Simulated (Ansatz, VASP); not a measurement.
## CO2: VASP beside Ansatz

```
C O
1.0
     8.70659    0.00000    0.00000
     0.00000    8.70659    0.00000
     0.00000    0.00000    8.70659
C O
10 20
Cartesian
  3.5930 2.0202 4.9637
  8.2981 -0.1327 2.8570
  6.5321 3.5454 2.7936
  3.5143 3.7773 8.1302
  4.1337 7.4477 8.2796
  8.8465 4.4627 7.2246
  5.7183 6.2135 5.1260
  2.5119 5.6219 2.7785
  0.7013 8.0120 6.4643
  6.7111 1.7461 7.9200
  3.0148 2.4463 4.0397
  4.1669 1.6023 5.8949
  7.7527 -0.5067 3.8256
  8.8426 0.2436 1.8887
  6.3252 2.5441 3.3726
  6.7399 4.5443 2.2186
  2.7831 3.1467 8.7906
  4.2423 4.4130 7.4679
  2.9873 7.2631 8.4542
  5.2780 7.6283 8.1091
  8.0170 4.4294 8.0470
  9.6881 4.4890 6.4097
  4.9432 7.0782 4.9667
  6.4827 5.3385 5.2831
  1.4212 5.8392 3.1422
  3.6052 5.4080 2.4134
  1.4922 8.6193 5.8495
  -0.0838 7.4008 7.0801
  6.0001 1.9335 8.8337
  7.4234 1.5641 7.0077
```

Alike in both runs: functional PBE; dispersion D3(BJ); k mesh 1 × 1 × 1; occupations fermi-dirac, width 0.02 eV; no spin polarisation.

Ansatz relaxed the structure, and its values are those at the end. VASP's run is a single point on that final structure, the one shown.

|  | VASP | Ansatz |
| --- | --- | --- |
| version | VASP 6.6.1 | Ansatz 0.2.0 |
| potentials or method | VASP PAW PBE potentials, release 64 (C, O) | scalar-relativistic, plane waves, PAW |
| plane-wave cutoff (eV) | 520 | 420 |
| valence electrons in the cell | 160 | 160 |

```tsv
	VASP	Ansatz	Ansatz less VASP
rms of the force components (eV/Å)	0.222	0.092	-0.1296
dispersion energy (meV/atom)	-44.1	-44.1	-0.01
```

One of these differences is far larger than is usual between the two programs; its cause wasn't traced.

Caveats: the standard files for N, O and F lose accuracy on very short bonds.
